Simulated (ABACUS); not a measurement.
## BN: single point with revPBE

BN:

```
CELL_PARAMETERS angstrom
1.25112 0.72234 3.37293
-1.25112 0.72234 3.37293
0.00000 -1.44467 3.37293
ATOMIC_POSITIONS crystal
N 0.66724 0.66724 0.66724
B 0.00033 0.00033 0.00033
```

The cell is a database's computed one.

* Program: ABACUS 3.10.1
* Task: single point
* Functional: revPBE
* Potentials or basis: SG15 ONCV 1.2 PBE
* Cutoff: 1143 eV
* Density cutoff: 4572 eV
* Basis: plane waves
* k mesh: 10 × 10 × 10
* Occupations: fermi-dirac, width 0.05 eV
* Spin: no spin polarisation
* Radial cutoff of the potentials (pseudo_rcut): 7 bohr
* SCF threshold on the density: 1e-08
* Max SCF steps: 100
* Eigensolver: dav
* Mixing: broyden
* Mixing share: 0.7
* Symmetry key: 1
* Bands: 14

```yaml
Pressure: 2.9 GPa
Largest_force: 0.006 eV/Å
Band_gap_on_the_k_mesh: 4.37 eV, indirect (least direct gap 4.95 eV)
```

Forces in eV/Å, atoms in the order of the input:
```
N    0.000  0.000 -0.006
B    0.000  0.000  0.006
```

Stress tensor (GPa, compression positive):
```
2.48 0.00 0.00
0.00 2.48 0.00
0.00 0.00 3.88
```

Levels at points of the mesh, in eV from the valence-band top:
| k point | band 1 | band 2 | band 3 | band 4 | band 5 | band 6 | band 7 | band 8 | band 9 |
| --- | --- | --- | --- | --- | --- | --- | --- | --- | --- |
| (0.00, 0.00, 0.00) | -17.75 | -4.20 | -1.35 | -1.35 | 5.45 | 11.66 | 11.66 | 13.09 | 14.80 |
| (0.50, 0.00, 0.00) | -14.58 | -8.95 | -4.16 | -0.63 | 5.34 | 10.03 | 13.33 | 15.23 | 20.13 |
| (0.50, 0.50, 0.00) | -14.51 | -8.83 | -4.21 | -1.18 | 4.37 | 10.01 | 14.46 | 17.74 | 20.35 |
| (0.50, 0.50, 0.50) | -17.50 | -6.09 | -1.37 | -1.37 | 10.22 | 11.60 | 11.60 | 12.30 | 16.39 |

Run time: 30 s on 4 MPI ranks on Intel(R) Xeon(R) Platinum 8223CL CPU @ 3.00GHz (Skylake/Cascade Lake), on a shared host, peak memory 0.24 GiB a rank.

Caveat: the potentials were made for another functional, which shifts forces and pressure. A k mesh can miss the band edges.
